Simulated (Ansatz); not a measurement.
Computed with Ansatz, DFT PBE, scalar-relativistic, plane waves, PAW. All cells share a 420 eV cutoff and Γ-centred k meshes spaced at most about 0.3 Å⁻¹ (about 0.25 or finer for metals, 2π included). No spin polarisation.

Temperature and zero-point effects are left out.

Compare these two cells of Zr₃H, each relaxed at this level.

1. Space group Cmcm (No. 63), orthorhombic, a = 3.049 Å, b = 10.545 Å, c = 8.822 Å. Zr on a site of symmetry m2m has 2 H at 2.33 Å and 12 Zr at 3.05–3.33 Å; Zr on a site of symmetry m is surrounded by 2 H at 2.37 Å, 11 Zr at 2.96–3.33 Å and 1 H at 3.33 Å; H has 6 Zr at 2.33–2.37 Å.

2. Space group C2 (No. 5), monoclinic, a = 9.340 Å, b = 5.867 Å, c = 5.230 Å, β = 90.1°. Zr on a site of symmetry 2 is surrounded by 2 H at 2.20 Å and 12 Zr at 3.09–3.37 Å; Zr on a site of symmetry 1 is surrounded by 2 H at 2.14–2.24 Å and 12 Zr at 3.02–3.43 Å; Zr on a second site of symmetry 2 is surrounded by 2 H at 2.21 Å and 12 Zr at 3.09–3.38 Å; around Zr on a second site of symmetry 1 lie 1 H at 2.19 Å, 1 H at 2.93 Å and 12 Zr at 3.02–3.43 Å; H is surrounded by 5 Zr at 2.14–2.24 Å.

Task: Which form is favoured at zero pressure, and by what margin per atom?

Result: Cell 2 is lower, by 82 meV/atom. Cell 1 has space group Cmcm (No. 63), 17.7 Å³/atom and no gap on its mesh; cell 2 has space group C2 (No. 5), 17.9 Å³/atom and no gap. Counting Zr atoms around H (those within 1.25 times the shortest such distance or 1.15 times the sum of covalent radii, 1.27 where that leaves under three), cell 1 has H 6 and cell 2 has H 5. Origin: cell 1, invented; cell 2, invented, then shaken at random and relaxed again. The lowest form computed isn't among them: it has space group Cmc2_1 (No. 36), 18.3 Å³/atom and lies 23 meV/atom below the best shown.

With hydrogen, zero-point motion can shift such differences by 10 meV/atom or more. Cells relaxed within their symmetry can be saddle points. Some types were kept out of the candidates beforehand, so the set may lack a known form.
